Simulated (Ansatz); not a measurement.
PbSe: elastic constants from stress and strain

```xyz
2
Lattice="0.0000 3.1080 3.1080 3.1080 0.0000 3.1080 3.1080 3.1080 0.0000" Properties=species:S:1:pos:R:3 pbc="T T T"
Pb    0.0000    0.0000    0.0000
Se    3.1080    3.1080    3.1080
```

Atom numbers follow the list: Pb1, Se2.

The cell was built from the rocksalt type and relaxed in the same program, and has space group Fm-3m; it needn't be a known or the stable phase.

Spin–orbit coupling is left out, though it moves levels of the heavy atoms by tenths of an eV or more.

Theory: DFT, PBE, all-electron LAPW, scalar-relativistic (Ansatz 0.2.0).

Sampling and basis: a Γ-centred 10×10×10 k mesh, Fermi–Dirac smearing of 0.03 eV, basis error target 0.5 meV/atom, no spin polarisation.

The unstrained cell is at 0.05 GPa. Large strains and very small stresses are left out. Each strain is applied once, with fractional coordinates held (clamped ions), and σ below is the change of stress, positive in tension. One finite strain gives stress–strain coefficients at this pressure with an error of the order of the strain times third-order constants, a few per cent for each per cent of strain.

Problem. With xy engineering shear strain of -2 %, the run gives σxy = -0.35 GPa and γxy = 2εxy = -0.0200. Which stiffness follows?

Solution. C44 (clamped ions) = σxy/γxy = 17 GPa.
